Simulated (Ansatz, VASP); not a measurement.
# InSb: VASP beside Ansatz

```
In Sb
1.0
     0.00000    2.99027    2.99027
     2.99027    0.00000    2.99027
     2.99027    2.99027    0.00000
In Sb
1 1
Direct
  0.00000 0.00000 0.00000
  0.50000 0.50000 0.50000
```

Measurements of this composition are mostly on another form, of space group No. 216.

Alike in both runs: task single point; functional LDA; k mesh 14 × 14 × 14; occupations gaussian, width 0.15 eV; no spin polarisation.

|  | VASP | Ansatz |
| --- | --- | --- |
| version | VASP 6.6.1 | Ansatz 0.2.0 |
| potentials or method | VASP PAW LDA potentials, release 64 (In_d, Sb) | scalar-relativistic, plane waves, PAW |
| plane-wave cutoff (eV) | 520 | 420 |
| valence electrons in the cell | 18 | 28 |

```csv
,VASP,Ansatz,Ansatz less VASP
gap on the k mesh at the Fermi level (eV),none,none,-
pressure (GPa),0.1,-0.1,-0.18
```

A gap of «none» marks a metal or a gap that the smearing closes. The two sets of potentials don't hold the same shells in valence. Ansatz warned: «pseudo_functional_mismatch».

Spin-orbit coupling is left out, which matters for the levels of Sb.
